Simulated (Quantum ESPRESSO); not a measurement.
ZrSe2:

```
Zr Se
1.0
     3.79800    0.00000    0.00000
    -1.89900    3.28916    0.00000
     0.00000    0.00000    6.19200
Zr Se
1 2
Cartesian
  0.0000 0.0000 0.0000
  1.8990 1.0964 4.6440
  0.0000 2.1928 1.5480
```

Base run:

```yaml
Program: Quantum ESPRESSO 7.5
Functional: PBEsol
Potentials_or_basis: SSSP 1.3 efficiency PBE
Cutoff: 748 eV
Density_cutoff: 5987 eV
k_mesh: 8 × 8 × 5
Occupations: fermi-dirac, width 0.05 eV
Spin: no spin polarisation
Hubbard_terms: Zr d U = 3 eV
```

Its results: band gap on the k mesh 0.82 eV, indirect (least direct gap 1.50 eV); pressure 1.5 GPa; largest force 0.312 eV/Å.

Task: After a change of settings the same cell gave: band gap on the k mesh 1.54 eV, indirect (least direct gap 2.21 eV); pressure 4.7 GPa; largest force 0.569 eV/Å. Which change was it?
A. hubbard terms from Zr d U = 3 eV to none
B. hubbard terms from Zr d U = 3 eV to Zr d U = 6 eV
C. hubbard terms from Zr d U = 3 eV to Zr d U = 4 eV

Result: B.

Caveats: the potentials were made for another functional, which shifts forces and pressure; an odd mesh through Γ misses points on the zone boundary, where band edges often lie; this functional lacks dispersion, which binds the layers, so the pressure and a relaxed spacing across them are unreliable.

Runs at the PBE level aren't shown here.
